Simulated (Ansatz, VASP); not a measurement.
# Cross-check of Si24H8S between VASP and Ansatz

Aim: how closely do two programs agree when they are given the same cell, functional and k mesh? The cell is taken from a series of runs on this material, whose earlier steps may have relaxed, scaled, displaced or heated it; both programs get it as it stands.

Program: Ansatz 0.2.0. Level of theory: plane waves, with VASP 6.6.1 beside it; single point at PBE. Results are calculated unless marked as measured.

## (1) Starting point

The cell holds 33 atoms: 8 H, 1 S and 24 Si. Cell: a = 7.679 Å, b = 7.679 Å, c = 24.924 Å, α = 90.0°, β = 90.0°, γ = 60.0°. It derives from Si. As first built, before any earlier steps moved the atoms (in the runner's words): kind terminated face; group SH; share_of_top_atoms 0.25; rest H; oxygen_in_back_bonds 0; lower_face H. Vacuum lies along c.

## (2) VASP: single point, PBE

A single point gives forces, pressure and levels at one fixed geometry, so differences don't come from the geometry; what else differs is listed under the comparison.

Lines of VASP's logs that name or quote its potential files are left out, and so is its time.

File INCAR:

```
SYSTEM = Si24H8S
PREC = Accurate
ENCUT = 400
EDIFF = 1E-06
NELM = 120
ISMEAR = -1
SIGMA = 0.02
LREAL = Auto
ALGO = Normal
GGA = PE
NBANDS = 80
LORBIT = 11
LWAVE = .FALSE.
LCHARG = .FALSE.
ISIF = 2
LDIPOL = .TRUE.
IDIPOL = 3
DIPOL = 0.5 0.5 0.489
LVHAR = .TRUE.
LASPH = .TRUE.
GGA_COMPAT = .FALSE.
EFERMI = MIDGAP
NELMDL = -8
KPAR = 4
```

File POSCAR:

```
Si24H8S
1.0
    7.6791796437      0.0000000000      0.0000000000
    3.8395898218      6.6503646517      0.0000000000
    0.0000000000      0.0000000000     24.9237769138
H S Si
8 1 24
Direct
    0.0956122668      0.0805666008      0.7195201482
    0.4981359011      0.9992852582      0.6838516400
    0.0000831145      0.4972048309      0.6839400735
    0.5006421452      0.4993038126      0.6843541607
    0.0000000000      0.0000000000      0.2808563090
    0.5000000000      0.0000000000      0.2808563090
    0.0000000000      0.5000000000      0.2808563090
    0.5000000000      0.5000000000      0.2808563090
    0.9889671383      0.9861781139      0.7106181256
    0.9998848772      0.9988507577      0.6235454204
    0.4990146397      0.9992998663      0.6234836913
    0.0000639153      0.4982907335      0.6235838894
    0.5000064597      0.4988151454      0.6241118040
    0.8323535422      0.3328174016      0.5924008609
    0.3333842228      0.3328108902      0.5926297620
    0.8327960192      0.8319427422      0.5926428092
    0.3337360022      0.8312212659      0.5923772401
    0.8333779679      0.3335119632      0.4976034913
    0.3334110359      0.3331237953      0.4978189595
    0.8335942813      0.8336725360      0.4977217857
    0.3332950546      0.8334285320      0.4975705590
    0.1666609050      0.1667792191      0.4655834401
    0.6665861283      0.1669879435      0.4656196673
    0.1669494441      0.6664142687      0.4656348585
    0.6668125861      0.6668849806      0.4655774166
    0.1666666670      0.1666666670      0.3708809070
    0.6666666670      0.1666666670      0.3708809070
    0.1666666670      0.6666666670      0.3708809070
    0.6666666670      0.6666666670      0.3708809070
    0.0000000000      0.0000000000      0.3394349110
    0.5000000000      0.0000000000      0.3394349110
    0.0000000000      0.5000000000      0.3394349110
    0.5000000000      0.5000000000      0.3394349110
```

File KPOINTS:

```
Automatic mesh
0
Gamma
3 3 1
0 0 0
```

PAW data sets: H, S and Si (PBE family, release 64).

On the command line:

```
> mpirun -np 4 vasp_std
```

Numbers of over 12 decimals in the logs are rounded to 6 here.

The log of the run:

```text
[banner, memory and clock lines left out]
running    4 mpi-ranks, on    1 nodes
[...]
LDA part: xc-table for (Slater+PW92), standard interpolation
 POSCAR, INCAR and KPOINTS ok, starting setup
[...]
entering main loop
       N       E                     dE             d eps       ncg     rms          rms(c)
DAV:   1     0.452476864593E+03    0.45248E+03   -0.31921E+04   808   0.833E+02
DAV:   2    -0.113092057850E+03   -0.56557E+03   -0.54312E+03  1072   0.174E+02
DAV:   3    -0.163789451829E+03   -0.50697E+02   -0.49990E+02   936   0.515E+01
DAV:   4    -0.165761622246E+03   -0.19722E+01   -0.19629E+01  1128   0.120E+01
[...]
DAV:  32    -0.161130464159E+03   -0.94074E-05   -0.37231E-07   720   0.113E-03    0.181E-03
DAV:  33    -0.161130466058E+03   -0.18989E-05   -0.95559E-08   688   0.756E-04    0.154E-03
DAV:  34    -0.161130466410E+03   -0.35177E-06   -0.37484E-08   568   0.507E-04
   1 F= -.16113047E+03 E0= -.16113047E+03  d E =-.433520E-12
```

Parts of OUTCAR (step 2):

```text
  Total        5.0701303      5.1438356      3.5082997     -0.0600150      0.0617579     -0.0147135
  in kB        6.3819818      6.4747578      4.4160413     -0.0755433      0.0777372     -0.0185205
  external PRESSURE =       5.7575936 kB  Pullay stress =       0.0000000 kB

 POSITION                                       TOTAL-FORCE (eV/Angst)
 -----------------------------------------------------------------------------------
      1.04357      0.53580     17.93316        -0.044418     -0.020849     -0.010142
      7.66212      6.64561     17.04417         0.001455     -0.001268     -0.003814
      1.90970      3.30659     17.04637        -0.000391      0.004972     -0.006210
      5.76164      3.32055     17.05669        -0.000643      0.001969     -0.009544
      0.00000      0.00000      7.00000        -0.000061     -0.000170     -0.769890
      3.83959      0.00000      7.00000        -0.000367      0.001150     -0.770711
      1.91979      3.32518      7.00000         0.000422     -0.001243     -0.770890
      5.75938      3.32518      7.00000         0.000958      0.000273     -0.769698
     11.38098      6.55844     17.71129         0.046211      0.026595     -0.024565
     11.51347      6.64272     15.54111         0.000351     -0.004593      0.025390
      7.66892      6.64571     15.53957        -0.003361      0.003452      0.002357
      1.91372      3.31382     15.54207         0.001112     -0.003268      0.000676
      5.75488      3.31730     15.55522        -0.002414      0.002565     -0.008854
      7.66967      2.21336     14.76487         0.001343     -0.001899      0.006100
[...]
-----------------------------------------------------------------------------------
    total drift:                                0.000436     -0.001440     -0.001181

  FREE ENERGIE OF THE ION-ELECTRON SYSTEM (eV)
  ---------------------------------------------------
  free  energy   TOTEN  =      -161.1304664097 eV

  energy  without entropy=     -161.1304664097  energy(sigma->0) =     -161.13046641

[... 3 further parts left out ...]
[key lines of the parts left out:]
E-fermi :  -0.0265
```

[end of part 1 of 2]

[Lines on the potential files, build, host, timing and source positions are cut from VASP's logs without a mark.]

[Logs are printed without paths, hosts, clocks, repeated set-up lines and the standing remarks that a program may print on its own settings, such as how far it seeks lower states.]

[Hosts, paths, dates, database ids (printed as entryN), source tags and the programs' standing remarks are cut or masked in the printed files.]
